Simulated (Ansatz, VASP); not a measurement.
**One calculation of Al, two programs**

```
CELL_PARAMETERS angstrom
0.00000 1.99362 2.08470
1.99362 0.00000 2.08470
1.99362 1.99362 0.00000
ATOMIC_POSITIONS crystal
Al 0.00000 0.00000 0.00000
```

Change from the starting cell: strain -0.015 along x and y, +0.030 along z, atoms carried along.

Alike in both runs: task single point; functional PBEsol; k mesh 20 × 20 × 20; occupations gaussian, width 0.15 eV; no spin polarisation.

|  | VASP | Ansatz |
| --- | --- | --- |
| version | VASP 6.6.1 | Ansatz 0.2.0 |
| potentials or method | VASP PAW PBE potentials, release 64 (Al) | scalar-relativistic, plane waves, PAW |
| plane-wave cutoff (eV) | 520 | 420 |
| valence electrons in the cell | 3 | 3 |

Ansatz gave:

| Property | Result |
| --- | --- |
| gap on the k mesh at the Fermi level (eV) | none |
| pressure (GPa) | -1.8 |
| largest component of the traceless stress (GPa) | 1.53 |

Question: Which values does VASP return?

Answer: gap on the k mesh at the Fermi level (eV): none; pressure (GPa): -1.7; largest component of the traceless stress (GPa): 1.54.

A gap of «none» marks a metal or a gap that the smearing closes. With one functional, cell and mesh, what is left measures potentials, basis and numerics.

Caveats: the PAW data sets were made with another functional, which shifts forces and pressure a little (VASP).
